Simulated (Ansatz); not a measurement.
Levels of theory for Zr3N4 (I-43d)

All numbers come from the PAW code Ansatz. (Simulation; no magnetic order is allowed.)

A 14-atom cell of Zr3N4 started from a crystallographic database, relaxed with r2SCAN. The symmetry is I-43d (No. 220, cubic); conventional cell a = 6.776 Å, 11.11 Å³ an atom. Zr is surrounded by 8 N at 2.22–2.49 Å; N is surrounded by 6 Zr at 2.22–2.49 Å.

```cif
data_structure
_symmetry_space_group_name_H-M 'P 1'
_symmetry_Int_Tables_number 1
_cell_length_a 5.8680
_cell_length_b 5.8680
_cell_length_c 5.8680
_cell_angle_alpha 109.471
_cell_angle_beta 109.471
_cell_angle_gamma 109.471
_cell_volume 155.54
loop_
_atom_site_label
_atom_site_type_symbol
_atom_site_fract_x
_atom_site_fract_y
_atom_site_fract_z
_atom_site_occupancy
Zr1 Zr 0.25000 0.62500 0.37500 1
Zr2 Zr 0.37500 0.25000 0.62500 1
Zr3 Zr 0.75000 0.87500 0.12500 1
Zr4 Zr 0.12500 0.75000 0.87500 1
Zr5 Zr 0.62500 0.37500 0.25000 1
Zr6 Zr 0.87500 0.12500 0.75000 1
N1 N 0.12957 0.12957 0.12957 1
N2 N 0.87043 0.50000 0.00000 1
N3 N 0.50000 0.00000 0.37043 1
N4 N 0.00000 0.87043 0.50000 1
N5 N 0.37043 0.50000 0.00000 1
N6 N 0.62957 0.62957 0.62957 1
N7 N 0.00000 0.37043 0.50000 1
N8 N 0.50000 0.00000 0.87043 1
```

Relaxed lattice by functional, symmetry kept:
```tsv
functional	k mesh	a (Å)	volume (Å³/atom)
PBE	6×6×6	6.783	11.14
r2SCAN	6×6×6	6.776	11.11
```

On this one geometry the levels give:
```tsv
level	k mesh	gap (eV)	kind	edges	least direct gap (eV)
PBE	6×6×6	0.68	direct	Γ	0.68
PBE+SOC	6×6×6	0.65	direct	Γ	0.65
r2SCAN	6×6×6	1.01	direct	Γ	1.01
HSE06	4×4×4	1.56	direct	Γ	1.56
PBE0	4×4×4	2.26	direct	Γ	2.26
```
PBE, PBE+SOC: smearing of 0.02 eV; the others have fixed occupations.
Wave cutoffs: 420 eV, 500 eV (r2SCAN).

HSE06 gives a direct gap of 1.56 eV at Γ. Spin-orbit coupling changes the PBE gap by -0.03 eV, to 0.65 eV; at Γ the threefold valence level splits into a fourfold and a twofold level 0.081 eV apart, the fourfold one on top.

r2SCAN covers 37 % of the step from PBE to HSE06. Spin-orbit coupling moves the least or the direct gap by up to 0.03 eV, so it can be left out where a tenth of an eV counts. All these functionals give a gap of the same kind, direct.

r2SCAN (ground state on 4×4×4): The electronic dielectric tensor ε∞ is 11.27 in all directions. Born charges, averaged over directions: Zr +5.11, N -3.83 e. The program notes that the ground state's band table doesn't vouch for all the bands that the response reads.

Only the levels marked +SOC include spin-orbit coupling.

The meshes of the hybrids are coarse, so their gaps aren't converged to the digits shown.
